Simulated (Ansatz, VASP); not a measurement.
W in VASP and in Ansatz

INCAR

```
PREC     = Accurate       # precision mode
ENCUT    = 520            # plane-wave cutoff, eV
EDIFF    = 1E-8           # SCF threshold, eV
ISMEAR   = -1             # smearing method
SIGMA    = 0.05           # smearing width, eV
LREAL    = F              # projectors in reciprocal space
LASPH    = T              # aspherical terms in the spheres
NELM     = 60             # most SCF steps
ALGO     = Normal         # electronic algorithm
ISIF     = 2              # what is computed and relaxed
LWAVE    = F              # write WAVECAR
LCHARG   = F              # write CHGCAR
GGA      = CA             # functional
LEFG     = T            
NBANDS   = 13             # bands
```

The input KPOINTS:

```
regular mesh
0
Gamma
  14 14 14
```

The input POSCAR:

```
W
1.0
    0.0000000000      2.0300000000      2.0300000000
    2.0300000000      0.0000000000      2.0300000000
    2.0300000000      2.0300000000      0.0000000000
W
1
Direct
    0.0000000000      0.0000000000      0.0000000000
```

Input for Ansatz:

```yaml
crystal:
  lattice:
    - [0.0, 2.03, 2.03]
    - [2.03, 0.0, 2.03]
    - [2.03, 2.03, 0.0]
  atoms:
    - { symbol: W, position: [0.0, 0.0, 0.0] }
kpoints:
  mp_grid: { grid: [14, 14, 14] }
  band_path:
    path:
      - [0.0, 0.0, 0.0]
      - [0.5, 0.0, 0.5]
      - [0.625, 0.25, 0.625]
      - [0.375, 0.375, 0.75]
      - [0.0, 0.0, 0.0]
      - [0.5, 0.5, 0.5]
      - [0.5, 0.25, 0.75]
      - [0.5, 0.0, 0.5]
    npoints: 14
scf:
  occupations: { method: fermi_dirac, width: 0.05 }
hamiltonian:
  xc: lda
  pseudopotentials: { kind: paw }
output:
  forces: true
  stress: true
  eigenvalues: true
  efg: { contact_densities: true }
  populations: true
  bader: true
  dos: { projected: true, de: 0.2, e_range: [-14, 8] }
  write_density: true
  write_potential: true
  elf: true
  volumetric_format: npy
```

Alike in both runs: task electric field gradients; functional LDA; k mesh 14 × 14 × 14; occupations fermi-dirac, width 0.05 eV; no spin polarisation.

|  | VASP | Ansatz |
| --- | --- | --- |
| version | VASP 6.6.1 | Ansatz 0.2.0 |
| potentials or method | VASP PAW LDA potentials, release 64 (W_sv) | PAW with Ansatz's default frozen-core files, scalar-relativistic |
| plane-wave cutoff (eV) | 520 | 420 |
| valence electrons in the cell | 14 | 14 |

```tsv
	VASP	Ansatz	Ansatz less VASP
pressure (GPa)	-16.4	-17.8	-1.41
Vzz of the field gradient on the site that differs most (V/Å²)	0.0	0.0	0.00
```

Ansatz warned: «gradients_without_spin_orbit».

Caveats: so large a pressure means that the cell lies far from this level's equilibrium, or that cutoff or potentials fall short (VASP). Spin-orbit coupling is left out, which matters for the levels of W.
